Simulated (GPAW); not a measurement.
# Al3Cu: single point with PBEsol

Crystal: Al3Cu.

```
CELL_PARAMETERS angstrom
2.77841 0.00000 0.00000
0.00000 2.77841 0.00000
0.00000 0.00000 7.51340
ATOMIC_POSITIONS crystal
Cu 0.99047 0.00678 0.99577
Al 0.49501 0.49918 0.77187
Al 0.50029 0.49998 0.23068
Al 0.00447 0.99440 0.49774
```

The cell comes from a database or a generator and needn't be the stable form of this composition.

The cell isn't the ideal one: atoms moved at random, drawn with an rms of 0.05 Å.

```yaml
Program: GPAW 26.7.0
Task: single point
Functional: PBEsol
Potentials_or_basis: PAW data sets generated in the run's folder for this functional
Cutoff: 600 eV
Basis: pw
k_mesh: 10 × 10 × 4
Occupations: fermi-dirac, width 0.05 eV
Spin: no spin polarisation
```

```
Pressure               : 1.5 GPa
Largest force          : 0.541 eV/Å
Band gap on the k mesh : none (metal or under the smearing width)
```

Forces on the atoms (eV/Å):
```
Cu   0.049 -0.055  0.220
Al   0.001  0.029  0.176
Al  -0.027  0.009 -0.540
Al  -0.023  0.017  0.144
```

Stress tensor (GPa, compression positive):
```
 0.91 -0.01 -0.02
-0.01  0.91 -0.02
-0.02 -0.02  2.70
```

Levels at points of the mesh, in eV from the Fermi level:
```
           k point  band 8  band 9  band 10  band 11  band 12  band 13
(0.00, 0.00, 0.00)   -3.15   -1.74     0.70     6.16     6.51     6.51
(0.00, 0.00, 0.50)   -3.49   -3.15     4.35     5.82     6.15     6.95
(0.00, 0.50, 0.00)   -3.61   -3.44    -2.42    -1.78     2.75     3.87
(0.00, 0.50, 0.50)   -3.44   -2.59    -1.00    -0.90     0.10     0.85
(0.50, 0.00, 0.00)   -3.61   -3.44    -2.42    -1.78     2.75     3.87
(0.50, 0.00, 0.50)   -3.44   -2.59    -1.00    -0.90     0.10     0.85
(0.50, 0.50, 0.00)   -0.72   -0.52     0.18     0.19     0.41     0.41
(0.50, 0.50, 0.50)   -1.76   -1.76    -0.77    -0.72     0.59     1.66
```

It took 2.4 min on 1 thread of Arm Neoverse V2, on a shared host, peak memory 0.37 GiB.

Caveat: with this Cu data set, volumes or pressures lay over 1.5 % or 2 GPa off other programs in two to four cells of ten.
